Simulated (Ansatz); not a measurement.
Run this with Ansatz's Python interface and show what comes out.

`ga.py`
```python
import warnings

import ansatz as az
import numpy as np


def diamond(first, a):
    return (
        az.Lattice.fcc(a)
        .space_group(227, origin_choice=1)
        .atom(first, [0, 0, 0])
        .primitive()
    )


def sc(a_site, a):
    return (
        az.Lattice.cubic(a)
        .space_group(221)
        .atom(a_site, [0, 0, 0])
    )


def compute(name, crystal, pressure=0.0):
    calc = crystal.calculation()
    calc = calc.functional(az.Functional.PBE)
    calc = calc.basis(16 * az.Ha)
    calc = calc.kpoints(spacing=0.27)
    calc = calc.occupations("cold", width=0.05)
    calc = calc.relax(force_tolerance=0.02, max_steps=40, cell=True, pressure=pressure)
    return calc.run()


def volume_per_atom(outcome):
    return abs(np.linalg.det(outcome.lattice.cell_ang)) / len(outcome.lattice.sites)


def main() -> None:
    warnings.simplefilter("ignore", az.DeckWarning)

    phases = {}
    phases["diamond"] = diamond("Ga", 5.39)
    phases["sc"] = sc("Ga", 2.55)

    pressures = [0, 20, 40, 60]
    enthalpy, volume = {name: [] for name in phases}, {name: [] for name in phases}
    for p in pressures:
        for name, crystal in phases.items():
            o = compute(name, crystal, pressure=p)
            volume[name].append(volume_per_atom(o))
            enthalpy[name].append(o.report["energy_sigma0_ev"] / len(o.lattice.sites) + p * volume[name][-1] / 160.21766)
    gap = np.array(enthalpy["sc"]) - np.array(enthalpy["diamond"])
    rows = [(p, va, vb, 1000 * d) for p, va, vb, d in zip(pressures, volume["diamond"], volume["sc"], gap)]
    print("| P (GPa) | V diamond (A^3/atom) | V sc (A^3/atom) | H(sc) - H(diamond) (meV/atom) |")
    print("| --- | --- | --- | --- |")
    for row in rows:
        print(f"| {row[0]:d} | {row[1]:.3f} | {row[2]:.3f} | {row[3]:+.1f} |")
    crossings = [p0 - g0 * (p1 - p0) / (g1 - g0) for p0, p1, g0, g1 in zip(pressures, pressures[1:], gap, gap[1:]) if g0 * g1 < 0]
    print("crossing near", [round(float(p), 1) for p in crossings], "GPa") if crossings else print("no crossing in this range")


if __name__ == "__main__":
    main()
```

```console
$ python ga.py
| P (GPa) | V diamond (A^3/atom) | V sc (A^3/atom) | H(sc) - H(diamond) (meV/atom) |
| --- | --- | --- | --- |
| 0 | 25.308 | 20.187 | -200.8 |
| 20 | 19.200 | 15.829 | -708.8 |
| 40 | 16.786 | 14.029 | -1084.7 |
| 60 | 15.324 | 12.948 | -1403.5 |
no crossing in this range
```

Reading the output:
- At a fixed pressure a relaxation lowers the enthalpy F + PV, while F alone can rise.
- For the metals among these phases the mesh is modest: differences between phases can be off by up to 40 meV an atom.
- Only these two structures are compared, at zero temperature and with their symmetry kept; either may be hypothetical, and another phase may be lower than both. Differences under about 40 meV an atom lie within the error of mesh and functional.
- The cells are prototypes set up for this calculation and needn't exist.
- Finished in 47 s on 1 thread of Arm Neoverse V1 (shared host), peak memory 0.4 GiB.
